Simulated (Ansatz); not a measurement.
# Ga2O3: the cost of one run

Computed with Ansatz 0.2.0 (DFT LDA, scalar-relativistic, plane waves, PAW, and further levels as typed in the inputs, unless a step's input says otherwise).

**1. The structure to begin with**

It takes space group C2/m (No. 12, monoclinic). The conventional cell has a = 12.214 Å, b = 3.037 Å, c = 5.798 Å, α = 90.00°, β = 103.83°, γ = 90.00°. Around Ga (site symmetry m) lie 4 O at 1.83 to 1.86 Å. Ga (site symmetry m) has 6 O at 1.94 to 2.07 Å as nearest neighbours. Around O (site symmetry m) lie 3 Ga at 1.83 to 1.94 Å. O (site symmetry m) is surrounded by 4 Ga at 1.86 to 2.07 Å.

Coordinates:

```
Ga O
1.0
     6.10700   -1.51855    0.00000
     6.10700    1.51855    0.00000
    -1.38599    0.00000    5.63001
Ga O
4 6
Direct
  0.09050 0.09050 0.79460
  0.90950 0.90950 0.20540
  0.65866 0.65866 0.31402
  0.34134 0.34134 0.68598
  0.16450 0.16450 0.10980
  0.83550 0.83550 0.89020
  0.17330 0.17330 0.56320
  0.82670 0.82670 0.43680
  0.49590 0.49590 0.25660
  0.50410 0.50410 0.74340
```

The structure rests on an entry of the Crystallography Open Database; cell or positions may have been set otherwise for this series.

**2. Relaxing cell and atoms: Ga2O3, no spin**

Contents of input.yaml:

```yaml
crystal:
  lattice:
    - [6.107, -1.51855, 0.0]
    - [6.107, 1.51855, 0.0]
    - [-1.3859888959, 0.0, 5.630008738]
  atoms:
    - { symbol: Ga, position: [0.0905, 0.0905, 0.7946] }
    - { symbol: Ga, position: [0.9095, 0.9095, 0.2054] }
    - { symbol: Ga, position: [0.65866, 0.65866, 0.31402] }
    - { symbol: Ga, position: [0.34134, 0.34134, 0.68598] }
    - { symbol: O, position: [0.1645, 0.1645, 0.1098] }
    - { symbol: O, position: [0.8355, 0.8355, 0.8902] }
    - { symbol: O, position: [0.1733, 0.1733, 0.5632] }
    - { symbol: O, position: [0.8267, 0.8267, 0.4368] }
    - { symbol: O, position: [0.4959, 0.4959, 0.2566] }
    - { symbol: O, position: [0.5041, 0.5041, 0.7434] }
scf:
  occupations: { method: fixed }
output:
  forces: true
  stress: true
  eigenvalues: true
  write_density: true
  write_potential: true
  elf: true
  volumetric_format: npy
kpoints:
  mp_grid: { grid: [6, 6, 5] }
hamiltonian:
  xc: lda
relax:
  f_tol: 0.003
  max_steps: 80
  cell: { stress_tol: 0.03 }
```

Command:

```console
ansatz run input.yaml --threads 4 --pin off --max-ram 16384MiB --backend cpu --events-out ev --progress --plain --runs-dir out
```

**Question.** How long does this run take on 4 threads of Intel Xeon 6975P-C (Granite Rapids), shared host, and how much memory does it need?

About 21 s, with a peak of 0.66 GiB.
